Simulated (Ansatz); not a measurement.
BaO: pressure against volume scale

Results calculated with Ansatz 0.2.0, not measured. Periodic Kohn-Sham DFT of a crystal at fixed atoms, scaled to volume_scale times the given cell; pressure positive in compression, energy less spherical unpolarised free atoms, largest_vzz the field gradient of largest size among the nuclei.

The cell before it is scaled or strained (space group Fm-3m, No. 225):
```
CELL_PARAMETERS angstrom
0.00000 2.75000 2.75000
2.75000 0.00000 2.75000
2.75000 2.75000 0.00000
ATOMIC_POSITIONS crystal
Ba 0.00000 0.00000 0.00000
O 0.50000 0.50000 0.50000
```

Settings of every row: method frozen-core PAW; functional PBE; relativity scalar; k mesh 9x9x9; filling fermi-dirac; smearing width 0.02 eV; wave cutoff 420 eV; paw set soft_2.

Atom start moment: 0 on all atoms.

Limits: no spin-orbit coupling on heavy atoms.

```csv
row,volume scale,V (Å³/atom),pressure (GPa)
1,0.95,19.757,7.768
2,0.975,20.277,5.233
3,1,20.797,3.021
4,1.025,21.317,?
5,1.05,21.837,-0.603
```

Question: what pressure should row 4 give?

Worked fit of pressure. Take u = (V_r/V)^(2/3) − 1 with V_r = 20.537 Å³ an atom, which is twice the finite (Eulerian) strain; such expansions in the strain, on which the Birch-Murnaghan equation of state is built, carry the rest volume and the bulk modulus. The shown rows have u = 0.02615, 0.00853, -0.00835, -0.04009. Least squares give pressure = 4.0902 + 131.305 × u + 355.44 × u² GPa; a straight line predicts inner rows, each left out in turn, worse (root mean square 0.24 against 0.0063 GPa). The rows lie off it by 0.001, -0.003, 0.002, 0.000. The pressure vanishes at u = -0.0343, or V = 21.64 Å³ an atom, and there the bulk modulus at fixed shape and fractions is B = −V dP/dV = (2/3)(1 + u) dP/du = 68.8 GPa. The withheld row has u = -0.02454, so the fit gives 4.0902 + 131.305 × (-0.02454) + 355.44 × (-0.02454)² = 1.082 GPa.

The calculation gave 1.088 GPa. The fit lies 0.006 GPa (0.072 % of the column's range) below it; its largest miss of a shown row is 0.003 GPa.
